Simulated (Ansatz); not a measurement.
# Pt (Im-3m) in Ansatz: notebook

The runs below take Pt through single point, with PBE.

All numbers are computed with Ansatz 0.2.0; they aren't measurements. Logs are shortened: lines on timing, memory, paths and dates and some standing lists are left out, and cuts for length are marked.

### Step 1. The structure

It takes space group Im-3m (No. 229, cubic). Conventional cell: a = 3.168 Å, b = 3.168 Å, c = 3.168 Å, α = 90.00°, β = 90.00°, γ = 90.00°. Pt (site symmetry m-3m) is surrounded by 8 Pt at 2.74 Å.

This isn't the form of Pt at room conditions, which is fcc.

### Step 2. Single point, PBE

Contents of input.yaml:

```yaml
crystal:
  lattice:
    - [-1.58422, 1.58422, 1.58422]
    - [1.58422, -1.58422, 1.58422]
    - [1.58422, 1.58422, -1.58422]
  atoms:
    - { symbol: Pt, position: [0.0, 0.0, 0.0] }
hamiltonian:
  xc: pbe
  pseudopotentials: { kind: paw }
kpoints:
  mp_grid: { grid: [12, 12, 12] }
scf:
  occupations: { method: gaussian, width: 0.014 }
output:
  forces: true
  stress: true
  eigenvalues: true
```

Potentials or basis: Ansatz PAW.

The run is started by

```bash
ansatz run input.yaml --threads 2 --pin off --max-ram 5632MiB --backend cpu --events-out ev --progress --plain --runs-dir out
```

Standard output:

```text
Warning: RAYON_NUM_THREADS=2 ignored (pool sized by the plan → 2); use --threads N
Engine: ansatz 0.2.0, aarch64-unknown-linux-gnu
Pseudopotentials: kind: paw
Pseudopotential: Pt, paw, valence charge 18, recommended cutoff 420 eV (normal), Pt.paw.azcp
Functional definition: PBE
  parameter kappa = 0.804
  parameter beta = 0.06672455060314922
  exchange = pbe_x(kappa = kappa, mu = beta*pi^2/3)
  correlation = pbe_c(beta = beta)
Crystal: 1 atoms, lattice volume = 15.904 Å³
Basis set: ecut = 420 eV, 321 PW (Γ), exchange–correlation on 40×40×40 points (8 copies of the dense FFT grid, shifted against one another)
Bands: 13, of which v1, the nominal top of the filled ones, is band 9 counted from 1 (8 counted from 0)
Symmetry: 48 space group operations
Space group: Im-3m (ITA 229), of the structure as read, at distance tolerance 2.5e-5 Å
k-points: 72 of 1728
Non-local potential: Pt, projectors of the file, l = 0: 3, l = 1: 2, l = 2: 2, l = 3: 1
PAW form: soft (Blöchl's): semilocal exchange-correlation on the pseudo side does not see the compensation charge
PAW one-centre angular grid: Pt, 590 points (default); XC on 64 Gauss nodes
Initial density: superposition of atomic densities (neutral atoms: chi_scale 0, normalization atom), corrected by the library's trained network
Initial wavefunctions: pseudopotential atomic-orbital guess
Functional: x = pbe(κ = 0.804, μ = 0.2195149727645171), c = pbe(β = 0.06672455060314922)
SCF iter   1: F=—  HF=-12522.931955 eV  |F-HF|=—  |Δ(HF+E_count)|=         —  Δρ=3.37e-3  dr2=5.82e-4  ethr=1.77e-3  ⟨swp⟩=5.4  Hψ=4974  notcnv=0
preconditioner: auto → none  [insulator: Δε(μ)=0.086 eV  Ē_g=13.575 eV  σ=0.014 eV  W_gap=0.50  n_scr=0 (ndim 8)  ℏωp=29.4 eV  f_vac=0.000  D(μ)=0.58/eV (n_scr^D=0)  ε∞_Penn≈5.7]
SCF iter   2: F=—  HF=-12522.932770 eV  |F-HF|=—  |Δ(HF+E_count)|=   8.14e-4  Δρ=1.67e-3  dr2=9.94e-5  ethr=3.23e-6  ⟨swp⟩=2.2  Hψ=2189  notcnv=0  defer=18
SCF iter   3: F=—  HF=-12522.932898 eV  |F-HF|=—  |Δ(HF+E_count)|=   1.29e-4  Δρ=7.82e-4  dr2=2.01e-5  ethr=5.52e-7  ⟨swp⟩=2.3  Hψ=1349  notcnv=0  defer=18
iter 4 did not close the SCF: its close was put off for the readings that it lacked (scf_convergence_deferred on its scf_iter line)
SCF iter   4: F=-12522.932942 eV  HF=-12522.932942 eV  |F-HF|=1.63e-8  |Δ(HF+E_count)|=   4.33e-5  Δρ=2.64e-5  dr2=2.16e-8  ethr=1.12e-7  ⟨swp⟩=2.0  Hψ=1253  notcnv=0  defer=18
iter 5 did not close the SCF: its close was put off for the readings that it lacked (scf_convergence_deferred on its scf_iter line)
SCF iter   5: F=-12522.932942 eV  HF=-12522.932942 eV  |F-HF|=3.18e-10  |Δ(HF+E_count)|=   2.05e-8  Δρ=7.78e-6  dr2=2.38e-9  ethr=1.20e-10  ⟨swp⟩=2.1  Hψ=1547  notcnv=0  defer=18
SCF iter   6: F=-12522.932942 eV  HF=-12522.932942 eV  |F-HF|=5.46e-12  |Δ(HF+E_count)|=  1.22e-10  Δρ=6.78e-7  dr2=1.44e-11  ethr=1.32e-11  ⟨swp⟩=2.4  Hψ=3015  notcnv=0
SCF 1 converged in 6 iterations: F = -12522.932942 eV  dr2 = 1.44e-11
SCF converged after 6 iterations
Free energy (F): -12522.932942 eV
Harris-Foulkes:  -12522.932942 eV  (|F-HF|=5.46e-12)
Internal energy: -12522.932886 eV  (E = F + TS)
E sigma→0 (E₀):  -12522.932914 eV
Entropy (-TS):   -0.000056 eV (-0.056 meV/atom)
Fermi energy:    21.484232 eV
--- Per-component energies (eV) ---
  E_band       = -152.085832
  E_kinetic    = 637.099921
  E_local      = -1532.156071  (includes V_loc(G=0)·N_el)
  E_nonlocal   = 200.069987
  E_hartree    = 566.908266
  E_xc         = -261.458107
  E_vxc        = -302.395728  (∫ρ·V_xc dr)
  E_paw        = -9454.036008  (= ΣΔE_a)
  E_vpaw       = -288.520594  (= ΣTr[D̂ρ^β])
  E_aug_tail   = 0.000194  (compensation charges beyond the density's cutoff)
  E_ewald      = -2679.361068
  E_smearing   = -0.000056  (= −TS)
  E_closure    = -0.000000  (closes the sum)
  Σ components = -12522.932942   (vs F -12522.932942, Δ=0.00e0)
--- Forces (eV/Å), atoms counted from 1 ---
  atom   1  Pt    -0.00000000    -0.00000000    -0.00000000
  max |Σ_I F_I| component: 2.31e-32 eV/Å
--- Stress (GPa, compression-positive) ---
       -1.421601       0.000000      -0.000000
        0.000000      -1.421601      -0.000000
        0.000000      -0.000000      -1.421601
  P = ⅓ Tr σ = -1.4216 GPa (-14.216 kbar)
--- Band table (eV; the first three rows and the last of 72) ---
  k-point 0: bands = ["-76.4614", "-30.4872", "-30.4872", "-30.4872", "12.1617", "18.1494", "18.1494", "18.1494", "20.6132", "20.6132", "38.6710", "38.6710", "38.6710"]
  k-point 1: bands = ["-76.4595", "-30.5146", "-30.4968", "-30.4870", "12.4420", "18.0415", "18.1486", "18.3732", "20.4785", "20.6211", "38.7839", "38.8567", "39.0752"]
  k-point 2: bands = ["-76.4543", "-30.5888", "-30.5230", "-30.4865", "13.2243", "17.7583", "18.1235", "19.0210", "20.2438", "20.6516", "38.5140", "38.6750", "40.2234"]
  k-point 71: bands = ["-76.4099", "-30.7864", "-30.7864", "-30.7864", "15.5806", "15.5806", "22.1234", "22.1234", "22.1234", "29.2590", "29.2590", "29.2590", "34.3015"]
```

It took 0.49 s on 2 threads of Arm Neoverse V2, shared host; peak memory 0.26 GiB.

Results:

- Free energy: -12522.9329 eV
- Pressure: -1.4 GPa
- Band gap on the k mesh: none (metal or under the smearing width)

### Step 3. Single point, PBE

input.yaml, as its differences from that of step 2:

```diff
@@ -13,3 +13,3 @@
 scf:
-  occupations: { method: gaussian, width: 0.014 }
+  occupations: { method: gaussian, width: 0.015 }
 output:
@@ -18 +18,5 @@
   eigenvalues: true
+  write_density: true
+  write_potential: true
+  elf: true
+  volumetric_format: npy
```

Potentials or basis: Ansatz PAW.

The run is started by

```bash
ansatz run input.yaml --threads 2 --pin off --max-ram 5632MiB --backend cpu --events-out ev --progress --plain --runs-dir out
```

Run time: 0.63 s. Hardware: 2 threads of Arm Neoverse V2, shared host; peak memory 0.26 GiB.

The run converged. Its results:

```yaml
Free_energy: -12522.9329 eV
Pressure: -1.4 GPa
Band_gap_on_the_k_mesh: none (metal or under the smearing width)
```

Levels at points of the mesh, in eV from the Fermi level:
```csv
k point,band 5,band 6,band 7,band 8,band 9,band 10,band 11,band 12,band 13
"(0.00, 0.00, 0.00)",-9.32,-3.33,-3.33,-3.33,-0.87,-0.87,17.19,17.19,17.19
"(0.00, 0.00, -0.50)",-6.40,-4.74,-1.05,-0.55,0.39,1.16,6.37,13.37,15.92
"(-0.50, -0.50, -0.50)",-5.90,-5.90,0.64,0.64,0.64,7.77,7.77,7.77,12.82
```

Spin-orbit coupling is left out, which matters for the levels of Pt.

### Step 4. Single point, PBE

input.yaml, as its differences from that of step 3:

```diff
@@ -13,3 +13,3 @@
 scf:
-  occupations: { method: gaussian, width: 0.015 }
+  occupations: { method: gaussian, width: 0.016 }
 output:
@@ -18,5 +18 @@
   eigenvalues: true
-  write_density: true
-  write_potential: true
-  elf: true
-  volumetric_format: npy
```

The run is started by

```bash
ansatz run input.yaml --threads 2 --pin off --max-ram 5632MiB --backend cpu --events-out ev --progress --plain --runs-dir out
```

It took 0.48 s on 2 threads of Arm Neoverse V2, shared host; peak memory 0.26 GiB.

It converged, with:

```
Free energy            : -12522.9329 eV
Pressure               : -1.4 GPa
Band gap on the k mesh : none (metal or under the smearing width)
```

Levels at points of the mesh, in eV from the Fermi level:
```
              k point  band 7  band 8  band 9  band 10  band 11  band 12
   (0.00, 0.00, 0.00)   -3.33   -3.33   -0.87    -0.87    17.19    17.19
  (0.00, 0.00, -0.50)   -1.05   -0.55    0.39     1.16     6.37    13.37
(-0.50, -0.50, -0.50)    0.64    0.64    0.64     7.77     7.77     7.77
```

### Step 5. Single point, PBE

input.yaml, as its differences from that of step 4:

```diff
@@ -13,3 +13,3 @@
 scf:
-  occupations: { method: gaussian, width: 0.016 }
+  occupations: { method: gaussian, width: 0.017 }
 output:
```

The run is started by

```bash
ansatz run input.yaml --threads 2 --pin off --max-ram 5632MiB --backend cpu --events-out ev --progress --plain --runs-dir out
```

Run time: 0.48 s. Hardware: 2 threads of Arm Neoverse V2, shared host; peak memory 0.26 GiB.

It converged, with:

```yaml
Free_energy: -12522.9330 eV
Pressure: -1.4 GPa
Band_gap_on_the_k_mesh: none (metal or under the smearing width)
```

Levels at points of the mesh, in eV from the Fermi level:
| k point | band 5 | band 6 | band 7 | band 8 | band 9 | band 10 | band 11 | band 12 | band 13 |
| --- | --- | --- | --- | --- | --- | --- | --- | --- | --- |
| (0.00, 0.00, 0.00) | -9.32 | -3.34 | -3.34 | -3.34 | -0.87 | -0.87 | 17.19 | 17.19 | 17.19 |
| (0.00, 0.00, -0.50) | -6.40 | -4.74 | -1.05 | -0.55 | 0.39 | 1.16 | 6.37 | 13.37 | 15.92 |
| (-0.50, -0.50, -0.50) | -5.90 | -5.90 | 0.64 | 0.64 | 0.64 | 7.77 | 7.77 | 7.77 | 12.82 |

The run has no spin-orbit coupling, so splittings on Pt are missing.

### Step 6. Single point, PBE

input.yaml, as its differences from that of step 5:

```diff
@@ -13,3 +13,3 @@
 scf:
-  occupations: { method: gaussian, width: 0.017 }
+  occupations: { method: gaussian, width: 0.018 }
 output:
```

Potentials or basis: Ansatz PAW.

The run is started by

```bash
ansatz run input.yaml --threads 2 --pin off --max-ram 5632MiB --backend cpu --events-out ev --progress --plain --runs-dir out
```

Run time: 0.48 s. Hardware: 2 threads of Arm Neoverse V2, shared host; peak memory 0.26 GiB.

It converged, with:

```yaml
Free_energy: -12522.9330 eV
Pressure: -1.4 GPa
Band_gap_on_the_k_mesh: none (metal or under the smearing width)
```

Levels at points of the mesh, in eV from the Fermi level:
```
              k point  band 6  band 7  band 8  band 9  band 10  band 11  band 12  band 13
   (0.00, 0.00, 0.00)   -3.34   -3.34   -3.34   -0.87    -0.87    17.19    17.19    17.19
  (0.00, 0.00, -0.50)   -4.74   -1.05   -0.55    0.39     1.16     6.37    13.37    15.92
(-0.50, -0.50, -0.50)   -5.90    0.64    0.64    0.64     7.77     7.77     7.77    12.82
```

The run has no spin-orbit coupling, so splittings on Pt are missing.

### Step 7. Overview

```tsv
smearing	gap on the mesh (eV)	pressure (GPa)
gaussian 0.014 eV	none	-1.4
gaussian 0.015 eV	none	-1.4
gaussian 0.016 eV	none	-1.4
gaussian 0.017 eV	none	-1.4
gaussian 0.018 eV	none	-1.4
```

Alike in all rows: task single point; level PBE; potentials or basis Ansatz PAW; no spin polarisation; cell as given; k mesh 12 × 12 × 12; cutoff (eV) 420.

Every run on the cell as given and a fine mesh finds a metal.

Total energies depend on the potentials used, so only differences within one code and one set of settings carry meaning.
